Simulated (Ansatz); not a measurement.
# Nb: strong compression

Aim: compress Nb (omega type) step by step, far beyond the usual range, and follow pressure and electronic structure. The runs shown use PAW. Its runs: cell relaxed at zero pressure (PAW); volume scaled by 1 (PAW); shape and atoms relaxed at 0.88 of the volume (PAW); volume scaled by 0.88 (PAW); shape and atoms relaxed at 0.78 of the volume (PAW); volume scaled by 0.78 (PAW); shape and atoms relaxed at 0.68 of the volume (PAW); volume scaled by 0.68 (PAW); shape and atoms relaxed at 0.43 of the volume (PAW); volume scaled by 0.43 (PAW and PAW (source ansatz)).

Method: DFT PBE, with the methods named in each step, in Ansatz 0.2.0.

2 further runs of the same task are left out: 2 that didn't finish.

### Step 1. The system as given

Symmetry: P6/mmm, No. 191, hexagonal system. The conventional cell has a = 4.661 Å, b = 4.661 Å, c = 2.890 Å, α = 90.00°, β = 90.00°, γ = 120.00°. Nb (site symmetry 6/mmm) has 14 Nb at 2.89 to 3.05 Å as nearest neighbours. Around Nb (site symmetry -6m2) lie 11 Nb at 2.69 to 3.05 Å.

Structure file:

```
CELL_PARAMETERS angstrom
4.66123 0.00000 0.00000
-2.33061 4.03674 0.00000
0.00000 0.00000 2.88996
ATOMIC_POSITIONS crystal
Nb 0.00000 0.00000 0.00000
Nb 0.33333 0.66667 0.50000
Nb 0.66667 0.33333 0.50000
```

Whether this phase is the stable one at these pressures isn't tested.

Atoms are numbered in the order of the input: Nb1, Nb2, Nb3.

### Step 2. Cell relaxed at zero pressure, PAW

File input.yaml:

```yaml
crystal:
  lattice:
    - [4.6612275327, 0.0, 0.0]
    - [-2.3306137664, 4.0367414562, 0.0]
    - [0.0, 0.0, 2.8899610703]
  atoms:
    - { symbol: Nb, position: [0.0, 0.0, 0.0] }
    - { symbol: Nb, position: [0.3333333333, 0.6666666667, 0.5] }
    - { symbol: Nb, position: [0.6666666667, 0.3333333333, 0.5] }
kpoints:
  mp_grid: { grid: [9, 9, 12] }
scf:
  occupations: { method: fermi_dirac, width: 0.05 }
hamiltonian:
  xc: pbe
  pseudopotentials: { kind: paw }
output:
  forces: true
  stress: true
relax:
  f_tol: 0.005
  max_steps: 40
  cell: {}
```

Run with:

```sh
$ ansatz run input.yaml --threads 1 --pin off --max-ram 3072MiB --backend cpu --events-out ev --progress --plain --runs-dir out
```

After this run come: Volume scaled by 1, PAW; Shape and atoms relaxed at 0.88 of the volume, PAW; Volume scaled by 0.88, PAW; Shape and atoms relaxed at 0.78 of the volume, PAW; Volume scaled by 0.78, PAW; Shape and atoms relaxed at 0.68 of the volume, PAW; Volume scaled by 0.68, PAW; Shape and atoms relaxed at 0.43 of the volume, PAW; Volume scaled by 0.43, PAW; Volume scaled by 0.43, PAW (source ansatz).

What does the calculation give? Wanted: PAW pressure at 0.43 of the volume; fitted bulk modulus at zero pressure.

**Answer**, as computed:

| quantity | value |
| --- | --- |
| PAW pressure at 0.43 of the volume | 658.4 GPa |
| fitted bulk modulus at zero pressure (PAW) | 163 GPa |
| its pressure derivative | 3.77 |

What this shows: At 0.43 of the starting volume PAW gives 658 GPa. One third-order Birch-Murnaghan curve follows these points (B₀ = 163 GPa, B′ = 3.77, misfit at most 0.12 GPa). A fit over so wide a range leans to the high pressures, so B₀ can be off by several per cent. No all-electron run checks these rows here, and frozen cores can fail under such compression. The ions are at rest, and the electrons smeared by 0.05 eV.
